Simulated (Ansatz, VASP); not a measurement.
# Two plane-wave programs on GaAs

Contents of INCAR:

```
PREC = Accurate
ENCUT = 600
EDIFF = 1E-6
ISMEAR = 0
SIGMA = 0.1
LREAL = False
LASPH = True
NELM = 100
ALGO = Normal
ISIF = 3
LWAVE = False
LCHARG = False
GGA = PE
IBRION = 2
NSW = 100
EDIFFG = -0.01
```

KPOINTS

```
regular mesh
0
Gamma
  14 14 20
```

The input POSCAR:

```
GaAs
1.0
    3.8466458270      0.0000000000      0.0000000000
    0.0000000000      3.8466458270      0.0000000000
    0.0000000000      0.0000000000      2.6887709682
Ga As
1 1
Direct
    0.5000000000      0.5000000000      0.5000000000
    0.0000000000      0.0000000000      0.5000000000
```

Input for Ansatz:

```yaml
crystal:
  lattice:
    - [3.846645827, 0.0, 0.0]
    - [0.0, 3.846645827, 0.0]
    - [0.0, 0.0, 2.6887709682]
  atoms:
    - { symbol: Ga, position: [0.5, 0.5, 0.5] }
    - { symbol: As, position: [0.0, 0.0, 0.5] }
basis:
  ecutwfc: 420
kpoints:
  mp_grid: { grid: [14, 14, 20] }
hamiltonian:
  xc: pbe
scf:
  occupations: { method: gaussian, width: 0.1 }
output:
  forces: true
  stress: true
  eigenvalues: true
relax:
  adjacent_minimum: "off"
  f_tol: 0.01
  max_steps: 80
  cell: { stress_tol: 0.05 }
```

Alike in both runs: task relaxation of cell and atoms; functional PBE; k mesh 14 × 14 × 20; occupations gaussian, width 0.1 eV; no spin polarisation.

|  | VASP | Ansatz |
| --- | --- | --- |
| version | VASP 6.6.1 | Ansatz 0.2.0 |
| potentials or method | VASP PAW PBE potentials, release 64 (Ga_d, As) | scalar-relativistic, plane waves, PAW |
| plane-wave cutoff (eV) | 600 | 420 |
| valence electrons in the cell | 18 | 28 |

|  | VASP | Ansatz | Ansatz less VASP |
| --- | --- | --- | --- |
| gap on the k mesh at the Fermi level, each at its own relaxed structure (eV) | none | none | - |
| relaxed volume (Å³/atom) | 19.93 | 19.88 | -0.051 |
| relaxed cell length with the largest relative difference (Å) | 3.814 | 3.810 | -0.0042 |
| energy change over the relaxation (meV/atom) | -4 | -4 | -0.1 |

A gap of «none» marks a metal or a gap that the smearing closes. The two sets of potentials don't hold the same shells in valence.
